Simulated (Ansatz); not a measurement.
Input and steps of a relaxation of cell and atoms on MoTe₂ in the 2H-MoS2 structure (the PAW code Ansatz, r2SCAN+rVV10). It starts from the PBE-D3(BJ) minimum.

```yaml
crystal:
  lattice:
    - [3.4975415304, 0.0, 0.0]
    - [-1.7487707652, 3.0289598161, 0.0]
    - [0.0, 0.0, 13.6836774887]
  atoms:
    - { symbol: Mo, position: [0.3333333333, 0.6666666667, 0.25] }
    - { symbol: Mo, position: [0.6666666667, 0.3333333333, 0.75] }
    - { symbol: Te, position: [0.6666666667, 0.3333333333, 0.3827608493] }
    - { symbol: Te, position: [0.6666666667, 0.3333333333, 0.1172391507] }
    - { symbol: Te, position: [0.3333333333, 0.6666666667, 0.8827608493] }
    - { symbol: Te, position: [0.3333333333, 0.6666666667, 0.6172391507] }
kpoints:
  mp_grid: { grid: [12, 12, 2] }
hamiltonian:
  xc: r2scan
  dispersion: rvv10
scf:
  occupations: { method: fermi_dirac, width: 0.02 }
relax:
  f_tol: 0.005
  cell: {}
output:
  write_density: true
  write_potential: true
  elf: true
  volumetric_format: npy
```

The trajectory has 7 recorded frames, each with positions in Å and forces in eV/Å. The last, and any step after a large change of cell, is solved on a basis re-selected at its cell; pressure is positive in compression.

Step 1: energy 0.0 meV/atom from step 1, largest force component 0.250 eV/Å, pressure +1.83 GPa
```xyz
6
Lattice="3.4975 0.0000 0.0000 -1.7488 3.0290 0.0000 0.0000 0.0000 13.6837" Properties=species:S:1:pos:R:3:forces:R:3 pbc="T T T"
Mo    0.0000    2.0193    3.4209    0.0000    0.0000    0.0000
Mo    1.7488    1.0097   10.2628    0.0000    0.0000    0.0000
Te    1.7488    1.0097    5.2376    0.0000    0.0000   -0.2504
Te    1.7488    1.0097    1.6043    0.0000    0.0000    0.2504
Te    0.0000    2.0193   12.0794    0.0000    0.0000   -0.2504
Te    0.0000    2.0193    8.4461    0.0000    0.0000    0.2504
```

Step 2 (rejected): energy +34.4 meV/atom from step 1, largest force component 1.032 eV/Å, pressure +0.43 GPa
```xyz
6
Lattice="3.6526 0.0000 0.0000 -1.8263 3.1632 0.0000 0.0000 0.0000 14.2875" Properties=species:S:1:pos:R:3:forces:R:3 pbc="T T T"
Mo    0.0000    2.1088    3.5719    0.0000    0.0000    0.0000
Mo    1.8263    1.0544   10.7157    0.0000    0.0000    0.0000
Te    1.8263    1.0544    5.2651    0.0000    0.0000    1.0321
Te    1.8263    1.0544    1.8786    0.0000    0.0000   -1.0321
Te    0.0000    2.1088   12.4089    0.0000    0.0000    1.0321
Te    0.0000    2.1088    9.0224    0.0000    0.0000   -1.0321
```

Q: Estimate where the relaxation ends.

A:
Step 3: energy -12.4 meV/atom from step 1, largest force component 0.010 eV/Å, pressure +0.28 GPa
```xyz
6
Lattice="3.5434 0.0000 0.0000 -1.7717 3.0687 0.0000 0.0000 0.0000 14.0148" Properties=species:S:1:pos:R:3:forces:R:3 pbc="T T T"
Mo    0.0000    2.0458    3.5037    0.0000    0.0000    0.0000
Mo    1.7717    1.0229   10.5111    0.0000    0.0000    0.0000
Te    1.7717    1.0229    5.2948    0.0000    0.0000    0.0103
Te    1.7717    1.0229    1.7126    0.0000    0.0000   -0.0103
Te    0.0000    2.0458   12.3022    0.0000    0.0000    0.0103
Te    0.0000    2.0458    8.7200    0.0000    0.0000   -0.0103
```

Step 4: energy -12.8 meV/atom from step 1, largest force component 0.009 eV/Å, pressure +0.11 GPa
```xyz
6
Lattice="3.5426 0.0000 0.0000 -1.7713 3.0680 0.0000 0.0000 0.0000 14.1188" Properties=species:S:1:pos:R:3:forces:R:3 pbc="T T T"
Mo    0.0000    2.0453    3.5297    0.0000    0.0000    0.0000
Mo    1.7713    1.0227   10.5891    0.0000    0.0000    0.0000
Te    1.7713    1.0227    5.3226    0.0000    0.0000    0.0086
Te    1.7713    1.0227    1.7368    0.0000    0.0000   -0.0086
Te    0.0000    2.0453   12.3821    0.0000    0.0000    0.0086
Te    0.0000    2.0453    8.7962    0.0000    0.0000   -0.0086
```

Step 5: energy -12.8 meV/atom from step 1, largest force component 0.015 eV/Å, pressure -0.09 GPa
```xyz
6
Lattice="3.5430 0.0000 0.0000 -1.7715 3.0683 0.0000 0.0000 0.0000 14.1744" Properties=species:S:1:pos:R:3:forces:R:3 pbc="T T T"
Mo    0.0000    2.0455    3.5436    0.0000    0.0000    0.0000
Mo    1.7715    1.0228   10.6308    0.0000    0.0000    0.0000
Te    1.7715    1.0228    5.3387    0.0000    0.0000   -0.0151
Te    1.7715    1.0228    1.7485    0.0000    0.0000    0.0151
Te    0.0000    2.0455   12.4259    0.0000    0.0000   -0.0151
Te    0.0000    2.0455    8.8357    0.0000    0.0000    0.0151
```

Step 6: energy -12.8 meV/atom from step 1, largest force component 0.002 eV/Å, pressure -0.01 GPa
```xyz
6
Lattice="3.5421 0.0000 0.0000 -1.7711 3.0676 0.0000 0.0000 0.0000 14.1766" Properties=species:S:1:pos:R:3:forces:R:3 pbc="T T T"
Mo    0.0000    2.0451    3.5442    0.0000    0.0000    0.0000
Mo    1.7711    1.0225   10.6325    0.0000    0.0000    0.0000
Te    1.7711    1.0225    5.3387    0.0000    0.0000   -0.0020
Te    1.7711    1.0225    1.7496    0.0000    0.0000    0.0020
Te    0.0000    2.0451   12.4270    0.0000    0.0000   -0.0020
Te    0.0000    2.0451    8.8379    0.0000    0.0000    0.0020
```

Step 7: energy -13.2 meV/atom from step 1, largest force component 0.002 eV/Å, pressure 0.00 GPa
```xyz
6
Lattice="3.5421 0.0000 0.0000 -1.7711 3.0676 0.0000 0.0000 0.0000 14.1766" Properties=species:S:1:pos:R:3:forces:R:3 pbc="T T T"
Mo    0.0000    2.0451    3.5442    0.0000    0.0000    0.0000
Mo    1.7711    1.0225   10.6325    0.0000    0.0000    0.0000
Te    1.7711    1.0225    5.3387    0.0000    0.0000   -0.0019
Te    1.7711    1.0225    1.7496    0.0000    0.0000    0.0019
Te    0.0000    2.0451   12.4270    0.0000    0.0000   -0.0019
Te    0.0000    2.0451    8.8379    0.0000    0.0000    0.0019
```

The walk took 6 steps and changed the volume by +6.3 %. The last SCF, on a fresh basis, lies 13.2 meV an atom below the first. Final cell: it is hexagonal, P6_3/mmc (No. 194); a = 3.542 Å, c = 14.177 Å in the conventional setting, 25.67 Å³ an atom. Around Mo lie 6 Te at 2.72 Å; around Te lie 3 Mo at 2.72 Å.

Run as `ansatz run input.yaml --threads 2 --pin off --max-ram 29491MiB --backend cpu --events-out ev --progress --plain --runs-dir out`. It took 2.1 min on 2 threads of AMD EPYC 7R13 Processor (Zen 3) (shared host), load about 1.4 per core; peak host memory 1.2 GiB.

Calculated for a static, non-magnetic cell.
